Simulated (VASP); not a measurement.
A run of VASP 6.6.1 is set up as follows.

The input INCAR:

```
SYSTEM = Hf
ALGO = Normal ; EDIFF = 1E-7
EDIFFG = -0.005 ; ENCUT = 600
IBRION = 2 ; ISIF = 3
ISMEAR = 0 ; LASPH = .True.
LCHARG = .False. ; LMIXTAU = .True.
LREAL = .False. ; LWAVE = .False.
METAGGA = R2SCAN ; NELM = 80
NSW = 90 ; PREC = Accurate
SIGMA = 0.1
```

File KPOINTS:

```
k-points
0
Gamma
  16 16 16
  0 0 0
```

POSCAR

```
Hf
1.0
    0.0000000000      2.2352673600      2.2352673600
    2.2352673600      0.0000000000      2.2352673600
    2.2352673600      2.2352673600      0.0000000000
Hf
1
Direct
    0.0000000000      0.0000000000      0.0000000000
```

Potentials or basis: VASP PAW PBE potentials, release 64 (Hf_pv).

Command:

```console
$ cat potpaw_PBE.64/Hf_pv/POTCAR > POTCAR
$ mpirun -np 1 vasp_std > vasp.out
```

Predict the relaxed volume.

22.36 Å³/atom.

What does it give for the space group after relaxing (to 0.05 Å)?

Fm-3m (No. 225).

Estimate the relaxed cell.

a = 3.162 Å, b = 3.162 Å, c = 3.162 Å, α = 60.00°, β = 60.00°, γ = 60.00°.

Estimate the band gap on the k mesh.

none (metal or under the smearing width).

Final structure:
```cif
data_structure
_symmetry_space_group_name_H-M 'P 1'
_symmetry_Int_Tables_number 1
_cell_length_a 3.1620
_cell_length_b 3.1620
_cell_length_c 3.1620
_cell_angle_alpha 60.000
_cell_angle_beta 60.000
_cell_angle_gamma 60.000
_cell_volume 22.36
loop_
_atom_site_label
_atom_site_type_symbol
_atom_site_fract_x
_atom_site_fract_y
_atom_site_fract_z
_atom_site_occupancy
Hf1 Hf 0.00000 0.00000 0.00000 1
```

Caveat: the PAW data sets were made with another functional, which shifts forces and pressure a little. The run has no spin-orbit coupling, so splittings on Hf are missing.
